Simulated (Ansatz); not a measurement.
ZrO₂ (tetragonal-ZrO2 type, space group P4_2/nmc)

```
CELL_PARAMETERS angstrom
      3.62104     0.00000     0.00000
      0.00000     3.62104     0.00000
      0.00000     0.00000     5.28279
ATOMIC_POSITIONS crystal
  Zr 0.00000 0.00000 0.00000
  Zr 0.50000 0.50000 0.50000
  O  0.00000 0.50000 0.19278
  O  0.00000 0.50000 0.69278
  O  0.50000 0.00000 0.30722
  O  0.50000 0.00000 0.80722
```

Scan: atom 6 (O, nearest neighbour Zr at 2.077 Å; its periodic images, 3.6 Å or more away, move with it) is displaced along Cartesian [111], direction (0.577, 0.577, 0.577) in Cartesian axes, by s. The other atoms stay.

Computed with PBE (plane waves to 420 eV, PAW, scalar-relativistic; Ansatz, an electronic-structure program). k mesh 7×7×5 (Γ-centred), Fermi-Dirac smearing 0.05 eV. Energies are smeared free energies. Left out: 3 of 11 points, with atoms too close for the PAW data. This is a high-temperature form of ZrO2. ZrO2 is run without spin polarisation. ZrO2 was relaxed with its symmetry unable to fall. ΔE is measured from the undisplaced structure.

### Question
Predict the ΔE (eV/cell) at s (Å) = -0.620, -0.496, -0.372, -0.248, -0.124, 0.124, 0.248.

### Answer
```json
[
 {"s (Å)": "-0.620", "ΔE (eV/cell)": "2.042"},
 {"s (Å)": "-0.496", "ΔE (eV/cell)": "1.277"},
 {"s (Å)": "-0.372", "ΔE (eV/cell)": "0.713"},
 {"s (Å)": "-0.248", "ΔE (eV/cell)": "0.320"},
 {"s (Å)": "-0.124", "ΔE (eV/cell)": "0.082"},
 {"s (Å)": "0.124", "ΔE (eV/cell)": "0.089"},
 {"s (Å)": "0.248", "ΔE (eV/cell)": "0.376"}
]
```

(For displaced atoms, the force is minus the slope of the energy, and its curvature is a force constant, which sets phonon frequencies.)
